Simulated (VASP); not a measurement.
# F₂: excitations by TDDFT

F₂, molecule in box, 2 atoms in the cell. PBE0, TDDFT by the Casida equation; PAW potentials F (PBE set).

Kernel: hybrid exchange, triplet.

## Input

INCAR.step1:
```
SYSTEM = F
PREC = Accurate ; ENCUT = 400
ISMEAR = 0 ; SIGMA = 0.02
EDIFF = 1E-5 ; LASPH = .True.
LWAVE = .True. ; LCHARG = .False.
NBANDS = 47
```

INCAR.step2:
```
SYSTEM = F
PREC = Accurate ; ENCUT = 400
ISMEAR = 0 ; SIGMA = 0.02
EDIFF = 1E-7 ; LASPH = .True.
LWAVE = .True. ; LCHARG = .False.
LOPTICS = .True. ; ALGO = Normal
NBANDS = 47 ; NEDOS = 2000
CSHIFT = 0.1 ; GGA = PE
LHFCALC = .True. ; AEXX = 0.25
ISTART = 1 ; PRECFOCK = Fast
HFRCUT = -1
```

INCAR.step3:
```
SYSTEM = F
PREC = Accurate ; ENCUT = 400
ISMEAR = 0 ; SIGMA = 0.02
EDIFF = 1E-7 ; LASPH = .True.
LWAVE = .False. ; LCHARG = .False.
ALGO = TDHF ; NBANDS = 48
NBANDSO = 7 ; NBANDSV = 36
IBSE = 2 ; NBSEEIG = 6
LHARTREE = .True. ; LADDER = .True.
LFXC = .True. ; ENCUTGW = 150
GGA = PE ; LHFCALC = .True.
AEXX = 0.25 ; ISTART = 1
PRECFOCK = Fast ; HFRCUT = -1
ANTIRES = 0 ; OMEGAMAX = 25
CSHIFT = 0.15 ; NOMEGA = 1000
LTRIPLET = .True.
```

KPOINTS:
```
k-points
0
Gamma
  1 1 1
```

POSCAR:
```
F
1.0
   10.2000000000      0.0000000000      0.0000000000
    0.0000000000     10.2000000000      0.0000000000
    0.0000000000      0.0000000000     10.2000000000
F
2
Direct
    0.4427549000      0.5208235294      0.4710784314
    0.5572451000      0.4791764706      0.5289215686
```

Commands (each step's output is kept before the next begins):
```
cat potpaw_PBE.64/F/POTCAR > POTCAR
cp INCAR.step1 INCAR
mpirun -np 4 vasp_gam > vasp.out
cp INCAR.step2 INCAR
mpirun -np 4 vasp_gam > vasp.out
cp INCAR.step3 INCAR
mpirun -np 4 vasp_gam > vasp.out
```

## Result

- First excitation (eV): 4.04
- Binding of the first excitation (eV): 4.205

Lowest excitations:

| Energy (eV) |
|---|
| 4.042 |
| 4.047 |
| 8.033 |
| 8.037 |
| 9.402 |
| 10.366 |
| 10.373 |
| 11.867 |

Make-up of the lowest excitation:

| k point | From band | To band | Share |
|---|---|---|---|
| 0.000 0.000 0.000 | 6 | 8 | 0.68 |
| 0.000 0.000 0.000 | 7 | 8 | 0.32 |
| 0.000 0.000 0.000 | 6 | 13 | 0.00 |
| 0.000 0.000 0.000 | 6 | 19 | 0.00 |
| 0.000 0.000 0.000 | 7 | 13 | 0.00 |
| 0.000 0.000 0.000 | 7 | 19 | 0.00 |

The lowest pair of one-particle levels lies at 8.247 eV and the first excitation at 4.042 eV, 4.205 eV lower.

Half of the first excitation's weight sits on 1 of 180 pairs.

Limits: The strengths that the program prints for triplets aren't physical; they are zero without spin-orbit coupling.

VASP 6.6.1 took 33 s on 4 cores (Intel Xeon 6975P-C (Granite Rapids)), a shared host.
